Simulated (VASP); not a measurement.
Wanted: the native input for a VASP 6.6.1 run.

```yaml
Task: optical spectrum
Functional: PBE
Potentials_or_basis: VASP PAW PBE potentials, release 64 (C)
Cutoff: 520 eV
k_mesh: 12 × 12 × 2
Occupations: gaussian, width 0.02 eV
Spin: no spin polarisation
Further_INCAR_settings: ALGO = Normal; EDIFF = 1e-07; NBANDS = 32
```

The structure of C lies in POSCAR:

```
C
1.0
    2.4562275060      0.0000000000      0.0000000000
   -1.2281137530      2.1271554177      0.0000000000
    0.0000000000      0.0000000000     24.1339601687
C
4
Direct
    0.6666666667      0.3333333333      0.5704754400
    0.3333333333      0.6666666667      0.4295245600
    0.0000000000      0.0000000000      0.4295312300
    0.0000000000      0.0000000000      0.5704687700
```

One way to write it, as run:

INCAR

```
SYSTEM = C
  PREC = Accurate
  ENCUT = 520
  EDIFF = 1E-7
  ISMEAR = 0
  SIGMA = 0.02
  LREAL = .False.
  LASPH = .True.
  NELM = 100
  ALGO = Normal
  ISIF = 2
  LWAVE = .False.
  LCHARG = .False.
  GGA = PE
  LOPTICS = .True.
  NBANDS = 32
  NEDOS = 1000
  CSHIFT = 0.1
```

KPOINTS

```
Automatic mesh
0
Gamma
  12 12 2
  0 0 0
```

Potentials or basis: VASP PAW PBE potentials, release 64 (C).

Command:

```sh
$ cat potpaw_PBE.64/C/POTCAR > POTCAR
$ mpirun -np 1 vasp_std > vasp.out
```

Results of the run:

* Largest force: 0.054 eV/Å
* Band gap on the k mesh: none (metal or under the smearing width)

Caveat: spectra need much finer meshes, so this one isn't converged; independent-particle spectra lack excitons; the intraband (Drude) part of a metal's response may be missing.

Run time: 100 s on 1 thread of Intel(R) Xeon(R) 6975P-C (Granite Rapids), with other jobs on the host, peak memory 0.35 GiB.
